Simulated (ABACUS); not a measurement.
# TePb (Fm-3m) in ABACUS: notebook, part 2 of 2

ABACUS 3.10.1. The steps go on from the part before.

**3. Equation of state, LDA, 31.71 Å³/atom (volume scaled by 0.94)**

Contents of run_abacus.py:

```python
"""ABACUS run from a structure file: ASE reads it, the script writes STRU, KPT and INPUT."""
import re
import subprocess
import spglib
from ase import Atoms
from ase.io import read
from ase.units import Bohr

atoms = read("TePb.cif")
cell, frac, numbers = spglib.standardize_cell((atoms.cell[:], atoms.get_scaled_positions(), atoms.numbers), to_primitive=True, symprec=1e-4)
atoms = Atoms(numbers=numbers, cell=cell, scaled_positions=frac, pbc=True)  # the primitive cell
atoms = atoms[(-atoms.numbers).argsort(kind="stable")]  # ABACUS lists atoms element by element
pseudo = {'Pb': 'Pb.upf', 'Te': 'Te.upf'}
orbital = {'Pb': 'Pb_confined-atom_8au_3s3p2d.orb', 'Te': 'Te_confined-atom_8au_3s3p2d.orb'}
magmoms = None
kmesh = [6, 6, 6]
params = {
    'suffix': 'TePb',
    'calculation': 'scf',
    'basis_type': 'lcao',
    'pseudo_dir': './',
    'orbital_dir': './',
    'symmetry': 1,
    'dft_functional': 'pz',
    'ecutwfc': 103,
    'pseudo_rcut': 7,
    'nspin': 1,
    'nbands': 28,
    'ks_solver': 'genelpa',
    'smearing_method': 'fd',
    'smearing_sigma': 0.00367493,
    'scf_thr': 1e-07,
    'scf_nmax': 100,
    'mixing_type': 'broyden',
    'mixing_beta': 0.7,
    'cal_force': 1,
    'cal_stress': 1,
    'out_mul': 1,
}

symbols = atoms.get_chemical_symbols()
elements = list(dict.fromkeys(symbols))
lines = ["ATOMIC_SPECIES"] + [f"{e} {atoms.get_masses()[symbols.index(e)]:.4f} {pseudo[e]}" for e in elements]
if orbital:
    lines += ["", "NUMERICAL_ORBITAL"] + [orbital[e] for e in elements]
lines += ["", "LATTICE_CONSTANT", f"{1 / Bohr:.10f}", "", "LATTICE_VECTORS"]
lines += [" ".join(f"{x:.10f}" for x in v) for v in atoms.cell]
lines += ["", "ATOMIC_POSITIONS", "Direct"]
for e in elements:
    lines += ["", e, "0.0", str(symbols.count(e))]
    for i, p in enumerate(atoms.get_scaled_positions(wrap=False)):
        if symbols[i] == e:
            mag = "" if magmoms is None else " mag " + " ".join(str(x) for x in (magmoms[i] if isinstance(magmoms[i], list) else [magmoms[i]]))
            lines.append(" ".join(f"{x:.10f}" for x in p) + " 1 1 1" + mag)
open("STRU", "w").write("\n".join(lines) + "\n")
open("KPT", "w").write("K_POINTS\n0\nGamma\n%d %d %d 0 0 0\n" % tuple(kmesh))
open("INPUT", "w").write("INPUT_PARAMETERS\n" + "".join(f"{k:<20s}{v}\n" for k, v in params.items()))

done = subprocess.run(['mpirun', '-np', '4', 'abacus'])
if done.returncode:
    raise SystemExit(done.returncode)
log = open("OUT.TePb/running_scf.log").read()
print("final energy (eV):", re.findall(r"FINAL_ETOT_IS (\S+)", log))
```

Contents of TePb.cif:

```cif
data_TePb
_cell_length_a 6.33008543
_cell_length_b 6.33008543
_cell_length_c 6.33008543
_cell_angle_alpha 90.00000000
_cell_angle_beta 90.00000000
_cell_angle_gamma 90.00000000
_space_group_name_H-M_alt 'Fm-3m'
_space_group_name_Hall '-F 4 2 3'
_space_group_IT_number 225
loop_
_space_group_symop_operation_xyz
'x,y,z'
'-x,-y,-z'
'-y,x,z'
'y,-x,-z'
'-x,-y,z'
'x,y,-z'
'y,-x,z'
'-y,x,-z'
'x,-y,-z'
'-x,y,z'
'-y,-x,-z'
'y,x,z'
'-x,y,-z'
'x,-y,z'
'y,x,-z'
'-y,-x,z'
'z,x,y'
'-z,-x,-y'
'z,-y,x'
'-z,y,-x'
'z,-x,-y'
'-z,x,y'
'z,y,-x'
'-z,-y,x'
'-z,x,-y'
'z,-x,y'
'-z,-y,-x'
'z,y,x'
'-z,-x,y'
'z,x,-y'
'-z,y,x'
'z,-y,-x'
'y,z,x'
'-y,-z,-x'
'x,z,-y'
'-x,-z,y'
'-y,z,-x'
'y,-z,x'
'-x,z,y'
'x,-z,-y'
'-y,-z,x'
'y,z,-x'
'-x,-z,-y'
'x,z,y'
'y,-z,-x'
'-y,z,x'
'x,-z,y'
'-x,z,-y'
'x,y+1/2,z+1/2'
'-x,-y+1/2,-z+1/2'
'-y,x+1/2,z+1/2'
[... 62 lines left out ...]
'-z+1/2,-x,-y+1/2'
'z+1/2,-y,x+1/2'
'-z+1/2,y,-x+1/2'
'z+1/2,-x,-y+1/2'
'-z+1/2,x,y+1/2'
'z+1/2,y,-x+1/2'
'-z+1/2,-y,x+1/2'
'-z+1/2,x,-y+1/2'
'z+1/2,-x,y+1/2'
'-z+1/2,-y,-x+1/2'
'z+1/2,y,x+1/2'
'-z+1/2,-x,y+1/2'
'z+1/2,x,-y+1/2'
'-z+1/2,y,x+1/2'
'z+1/2,-y,-x+1/2'
'y+1/2,z,x+1/2'
'-y+1/2,-z,-x+1/2'
'x+1/2,z,-y+1/2'
'-x+1/2,-z,y+1/2'
'-y+1/2,z,-x+1/2'
'y+1/2,-z,x+1/2'
'-x+1/2,z,y+1/2'
'x+1/2,-z,-y+1/2'
'-y+1/2,-z,x+1/2'
'y+1/2,z,-x+1/2'
'-x+1/2,-z,-y+1/2'
'x+1/2,z,y+1/2'
'y+1/2,-z,-x+1/2'
'-y+1/2,z,x+1/2'
'x+1/2,-z,y+1/2'
'-x+1/2,z,-y+1/2'
'x+1/2,y+1/2,z'
'-x+1/2,-y+1/2,-z'
'-y+1/2,x+1/2,z'
'y+1/2,-x+1/2,-z'
'-x+1/2,-y+1/2,z'
'x+1/2,y+1/2,-z'
'y+1/2,-x+1/2,z'
'-y+1/2,x+1/2,-z'
'x+1/2,-y+1/2,-z'
'-x+1/2,y+1/2,z'
'-y+1/2,-x+1/2,-z'
'y+1/2,x+1/2,z'
'-x+1/2,y+1/2,-z'
'x+1/2,-y+1/2,z'
'y+1/2,x+1/2,-z'
'-y+1/2,-x+1/2,z'
'z+1/2,x+1/2,y'
'-z+1/2,-x+1/2,-y'
'z+1/2,-y+1/2,x'
'-z+1/2,y+1/2,-x'
'z+1/2,-x+1/2,-y'
'-z+1/2,x+1/2,y'
'z+1/2,y+1/2,-x'
'-z+1/2,-y+1/2,x'
'-z+1/2,x+1/2,-y'
'z+1/2,-x+1/2,y'
'-z+1/2,-y+1/2,-x'
'z+1/2,y+1/2,x'
'-z+1/2,-x+1/2,y'
'z+1/2,x+1/2,-y'
'-z+1/2,y+1/2,x'
'z+1/2,-y+1/2,-x'
'y+1/2,z+1/2,x'
'-y+1/2,-z+1/2,-x'
'x+1/2,z+1/2,-y'
'-x+1/2,-z+1/2,y'
'-y+1/2,z+1/2,-x'
'y+1/2,-z+1/2,x'
'-x+1/2,z+1/2,y'
'x+1/2,-z+1/2,-y'
'-y+1/2,-z+1/2,x'
'y+1/2,z+1/2,-x'
'-x+1/2,-z+1/2,-y'
'x+1/2,z+1/2,y'
'y+1/2,-z+1/2,-x'
'-y+1/2,z+1/2,x'
'x+1/2,-z+1/2,y'
'-x+1/2,z+1/2,-y'
loop_
_atom_site_label
_atom_site_type_symbol
_atom_site_symmetry_multiplicity
_atom_site_Wyckoff_symbol
_atom_site_fract_x
_atom_site_fract_y
_atom_site_fract_z
_atom_site_occupancy
Pb1 Pb 4 a 0.0000000000 0.0000000000 0.0000000000 1
Te1 Te 4 b 0.5000000000 0.0000000000 0.0000000000 1
```

Potentials or basis: PseudoDojo NC SR 0.4.1 LDA stringent, DZP LCAO (the cutoffs set its grid).

The run is started by

```console
> OMP_NUM_THREADS=1 python run_abacus.py > log
```

Wall time 7.5 s (4 MPI ranks of Intel Xeon Platinum 8223CL at 3.00GHz (Skylake/Cascade Lake), shared host); peak memory 0.48 GiB.

Results (log left out):

* Free energy: -13351.9937 eV
* Pressure: 2.1 GPa
* Band gap on the k mesh: 0.52 eV, direct
* Mulliken charges: Pb +0.14; Te -0.14 e

Caveat: the atomic orbitals were generated for these runs and aren't a published set; Mulliken charges move with the basis; spin-orbit coupling is left out, which as a rule narrows the gap of such compounds by several tenths of an eV; the basis of atomic orbitals isn't converged, which shifts pressures, moduli and gaps.

**4. Equation of state, LDA, 33.05 Å³/atom (volume scaled by 0.98)**

run_abacus.py is that of step 3.

Changes to TePb.cif since step 3:

```diff
@@ -1,5 +1,5 @@
 data_TePb
-_cell_length_a 6.33008543
-_cell_length_b 6.33008543
-_cell_length_c 6.33008543
+_cell_length_a 6.41862957
+_cell_length_b 6.41862957
+_cell_length_c 6.41862957
 _cell_angle_alpha 90.00000000
```

The run is started by

```console
> OMP_NUM_THREADS=1 python run_abacus.py > log
```

Wall time 7.1 s (4 MPI ranks of Intel Xeon Platinum 8223CL at 3.00GHz (Skylake/Cascade Lake), shared host); peak memory 0.48 GiB.

It converged, with:

```yaml
Free_energy: -13352.0105 eV
Pressure: -0.1 GPa
Band_gap_on_the_k_mesh: 0.62 eV, direct
Mulliken_charges: Pb +0.21; Te -0.21 e
```

Caveat: the atomic orbitals were generated for these runs and aren't a published set; Mulliken charges move with the basis; spin-orbit coupling is left out, which as a rule narrows the gap of such compounds by several tenths of an eV; the basis of atomic orbitals isn't converged, which shifts pressures, moduli and gaps.

**5. Equation of state, LDA, 34.40 Å³/atom (volume scaled by 1.02)**

run_abacus.py is that of step 4.

Changes to TePb.cif since step 4:

```diff
@@ -1,5 +1,5 @@
 data_TePb
-_cell_length_a 6.41862957
-_cell_length_b 6.41862957
-_cell_length_c 6.41862957
+_cell_length_a 6.50479595
+_cell_length_b 6.50479595
+_cell_length_c 6.50479595
 _cell_angle_alpha 90.00000000
```

The run is started by

```console
> OMP_NUM_THREADS=1 python run_abacus.py > log
```

Run time: 6.8 s. Hardware: 4 MPI ranks of Intel Xeon Platinum 8223CL at 3.00GHz (Skylake/Cascade Lake), shared host; peak memory 0.48 GiB.

The run converged. Its results:

* Free energy: -13351.9944 eV
* Pressure: -1.8 GPa
* Band gap on the k mesh: 0.70 eV, direct
* Mulliken charges: Pb +0.28; Te -0.28 e

Caveat: the atomic orbitals were generated for these runs and aren't a published set; Mulliken charges move with the basis; spin-orbit coupling is left out, which as a rule narrows the gap of such compounds by several tenths of an eV; the basis of atomic orbitals isn't converged, which shifts pressures, moduli and gaps.

**6. Equation of state, LDA, 35.75 Å³/atom (volume scaled by 1.06)**

run_abacus.py is that of step 5.

Changes to TePb.cif since step 5:

```diff
@@ -1,5 +1,5 @@
 data_TePb
-_cell_length_a 6.50479595
-_cell_length_b 6.50479595
-_cell_length_c 6.50479595
+_cell_length_a 6.58873806
+_cell_length_b 6.58873806
+_cell_length_c 6.58873806
 _cell_angle_alpha 90.00000000
```

Potentials or basis: PseudoDojo NC SR 0.4.1 LDA stringent, DZP LCAO (the cutoffs set its grid).

The run is started by

```console
> OMP_NUM_THREADS=1 python run_abacus.py > log
```

Run time: 7 s. Hardware: 4 MPI ranks of Intel Xeon Platinum 8223CL at 3.00GHz (Skylake/Cascade Lake), shared host; peak memory 0.48 GiB.

The run converged. Its results:

* Free energy: -13351.9518 eV
* Pressure: -3.2 GPa
* Band gap on the k mesh: 0.77 eV, direct
* Mulliken charges: Pb +0.33; Te -0.33 e

Caveat: the atomic orbitals were generated for these runs and aren't a published set; Mulliken charges move with the basis; spin-orbit coupling is left out, which as a rule narrows the gap of such compounds by several tenths of an eV; the basis of atomic orbitals isn't converged, which shifts pressures, moduli and gaps.

**7. Equation of state, LDA**

Potentials or basis: PseudoDojo NC SR 0.4.1 LDA stringent, DZP LCAO (the cutoffs set its grid).

This step only gathers the single runs of the series.

What came out:

```yaml
Equilibrium_volume: 33.02 Å³/atom
Bulk_modulus: 48 GPa
Pressure_derivative_of_the_bulk_modulus: "4.4 (rough: it moves with the points fitted)"
```

Energy against volume, from the lowest point:
```csv
volume (Å³/atom),energy (meV/atom)
31.706,8.40
33.055,0.00
34.404,8.08
35.753,29.38
```

Caveat: the atomic orbitals were generated for these runs and aren't a published set; the basis of atomic orbitals isn't converged, which shifts pressures, moduli and gaps. Spin-orbit coupling is left out, which matters for the levels of Pb, Te.

**8. How close it comes**

Step 2. Against the measured gap of TePb, 0.19 eV (direct; 4.2 K; a printed reference work, monograph), the calculated 0.66 eV is off by +0.47 eV. Spin-orbit coupling on Pb, Te is left out. The value is that of LDA in an atomic basis (PseudoDojo NC SR 0.4.1 LDA stringent, DZP LCAO (the cutoffs set its grid)), whose error adds to the functional's,, without temperature or zero-point motion.
